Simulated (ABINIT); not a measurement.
# La2O3 in ABINIT: the effect of functional

The system is La2O3.

```
CELL_PARAMETERS angstrom
3.93078 0.00000 0.00000
-1.96539 3.40415 0.00000
0.00000 0.00000 6.11195
ATOMIC_POSITIONS crystal
La 0.33333 0.66667 0.24624
La 0.66667 0.33333 0.75376
O 0.00000 0.00000 0.00000
O 0.33333 0.66667 0.64589
O 0.66667 0.33333 0.35411
```

The cell is a database's computed one.

Alike in all runs:

* Program: ABINIT 10.8.3 (patched build)
* Task: band structure
* Cutoff: 626 eV
* k mesh: 8 × 8 × 5
* Occupations: fermi-dirac, width 0.05 eV
* Spin: no spin polarisation

Question: One run gave: gap on the mesh 3.78 eV; pressure -5.5 GPa; largest force 0.09 eV/Å. Which functional did it use?
A. PBEsol
B. PBE
C. LDA

Answer: C.

| functional | potentials or basis | gap on the mesh (eV) | pressure (GPa) | largest force (eV/Å) |
| --- | --- | --- | --- | --- |
| PBE | JTH PAW PBE v2.0 | 3.88 | 2.7 | 0.09 |
| LDA | JTH PAW LDA v2.0 | 3.78 | -5.5 | 0.09 |
| PBEsol | JTH PAW PBE v2.0 | 3.82 | -2.1 | 0.02 |

Caveats: spin-orbit coupling is left out, which moves the levels of the heavy elements; the PAW data sets were made with another functional, which shifts forces and pressure a little (some runs).

A k mesh can miss the band edges.

Not every run made on this cell is shown here.
